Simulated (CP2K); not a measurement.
Crystal: TaS2.

```
CELL_PARAMETERS angstrom
3.35000 0.00000 0.00000
-1.67500 2.90119 0.00000
0.00000 0.00000 5.86000
ATOMIC_POSITIONS crystal
Ta 0.00000 0.00000 0.00000
S 0.66667 0.33333 0.75000
S 0.33333 0.66667 0.25000
```

```yaml
Program: CP2K 2026.2
Task: relaxation of cell and atoms
Functional: PBEsol
Potentials_or_basis: POTENTIAL_UZH Ta GTH-PBE-q13, S GTH-PBE-q6; TZVP-MOLOPT-PBE-GTH basis
Density_cutoff: 6123 eV
k_mesh: 7 × 7 × 4
Occupations: fermi-dirac, width 0.01 eV
Spin: no spin polarisation
```

At the start: pressure 3.0 GPa; volume 18.98 Å³/atom.

Q: How do energy, volume and symmetry change on relaxing?

A: Over 11 steps the energy falls by 16.4 meV/atom and the volume is 18.72 Å³/atom (-1.4 %); space group P-3m1 (No. 164, to 0.05 Å).

Step by step:
```tsv
step	energy change (eV)	largest force (eV/Å)	volume (Å³)
1	0.0000	0.8134	57.12
2	-0.0362	0.0454	57.59
3	-0.0378	0.0481	57.49
4	-0.0485	0.0434	56.27
5	-0.0487	0.0324	56.23
6	-0.0488	0.0275	56.20
7	-0.0490	0.0263	56.17
8	-0.0491	0.0236	56.16
9	-0.0491	0.0223	56.17
10	-0.0492	0.0226	56.17
11	-0.0492	0.0226	56.17
```

Final structure:
```
Ta S
1.0
     3.31983    0.00000    0.00000
    -1.66582    2.87165    0.00000
    -0.00160    0.00091    5.89188
Ta S
1 2
Direct
  0.00000 0.00000 0.00000
  0.66723 0.33277 0.73812
  0.33277 0.66723 0.26188
```

Caveat: the printed path begins after the first move; the potentials were made for another functional, which shifts forces and pressure; this functional lacks dispersion, which binds the layers, so the pressure and a relaxed spacing across them are unreliable; the basis of atomic orbitals isn't converged, which shifts pressures, moduli and gaps.
